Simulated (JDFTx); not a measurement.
## V under changes of volume

One of the cells (13.891 Å³/atom); the others are scaled copies at fixed shape and fractional positions:

```
V
1.0
    -1.51435    1.51435    1.51435
     1.51435   -1.51435    1.51435
     1.51435    1.51435   -1.51435
V
1
Direct
  0.00000 0.00000 0.00000
```

- Program: JDFTx 1.7.0 (patched build)
- Functional: RPBE
- Potentials or basis: PseudoDojo-SR-PBE-0.5-standard
- Cutoff: 1143 eV
- Density cutoff: 4572 eV
- k mesh: 12 × 12 × 12
- Occupations: fermi-dirac, width 0.05 eV
- Spin: collinear spin, ferromagnetic start
- Starting moments: [2.0] μB

```tsv
volume (Å³/atom)	energy over the lowest point (meV/atom)	pressure (GPa)
13.058	23.79	10.6
13.336	9.06	6.4
13.613	?	?
13.891	0.00	-1.0
14.169	4.62	-4.2
14.447	14.63	-7.1
14.725	29.50	-9.7
```

Problem. What does the run at 13.613 Å³/atom give?

Solution. Energy over the lowest point 1.30 meV/atom; pressure 2.6 GPa.

Worked out: A Birch-Murnaghan fit of order 3 (a polynomial in V^(-2/3)) to the other rows has its minimum at 13.81 Å³/atom with B0 = V·E''(V) = 173 GPa and B' = 3.4. It gives 1.33 meV/atom at 13.613 Å³/atom, against the run's 1.30, and -dE/dV = 2.6 GPa, against 2.6.

Energies are extrapolated to zero smearing.

Caveats: the potentials were made for another functional, which shifts forces and pressure; the cores' own exchange energy is taken off the total, which shifts forces and pressure where cores overlap (some runs).
